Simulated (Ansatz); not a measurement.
The system is Ta2N.

```xyz
3
Lattice="3.1129 0.0000 0.0000 -1.5564 2.6958 0.0000 0.0000 0.0000 4.8698" Properties=species:S:1:pos:R:3 pbc="T T T"
Ta    0.0000    1.7972    1.2404
Ta    1.5564    0.8986    3.6294
N     0.0000    0.0000    0.0000
```

The cell comes from a database or a generator and needn't be the stable form of this composition.

Program: Ansatz 0.2.0. Alike in all runs: potentials or basis Ansatz PAW; cell as given; k mesh 10 × 10 × 6; cutoff (eV) 420. Hardware: 2 threads of Intel(R) Xeon(R) Processor @ 2.50GHz (Skylake/Cascade Lake), with other jobs on the host.

Problem. Order these runs on this cell by their wall time, lowest first.
A. task band structure; level BLYP; spin off; smearing fermi-dirac 0.05 eV; points for each segment of the path 14
B. task band structure; level PBEsol; spin SOC, no magnetisation; smearing fermi-dirac 0.05 eV; points for each segment of the path 14
C. task single point; level PBE; spin off; smearing gaussian 0.014 eV

Solution. C (3.5 s), A (11 s), B (33 s).

Not every run made on this cell is shown here.
